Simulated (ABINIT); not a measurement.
Sn:

```
Sn
1.0
    -1.89465    1.89465    1.89465
     1.89465   -1.89465    1.89465
     1.89465    1.89465   -1.89465
Sn
1
Cartesian
  0.0000 0.0000 0.0000
```

This isn't the form of Sn at room conditions, which is tetragonal (white tin).

```yaml
Program: ABINIT 10.8.3 (patched build)
Task: single point
Functional: PBE
Potentials_or_basis: JTH PAW PBE v2.0
Cutoff: 599 eV
k_mesh: 10 × 10 × 10
Occupations: fermi-dirac, width 0.05 eV
Spin: no spin polarisation
```

On this cell: pressure 0.6 GPa; band gap on the k mesh none (metal or under the smearing width).

The same run follows on a disturbed copy (cell strained at random at fixed volume):

```
CELL_PARAMETERS angstrom
-1.87793 1.89840 1.91025
1.89462 -1.86981 1.89834
1.88740 1.87928 -1.88166
ATOMIC_POSITIONS crystal
Sn 0.00960 0.00631 0.99674
```

**Question.** What changes?

**Answer.** The energy (extrapolated to zero smearing) moves by -0.3 meV/atom; pressure 0.7 GPa; band gap on the k mesh none (metal or under the smearing width).

Stress tensor (GPa, compression positive):
```
0.56 0.15 0.15
0.15 0.51 0.15
0.15 0.15 1.07
```
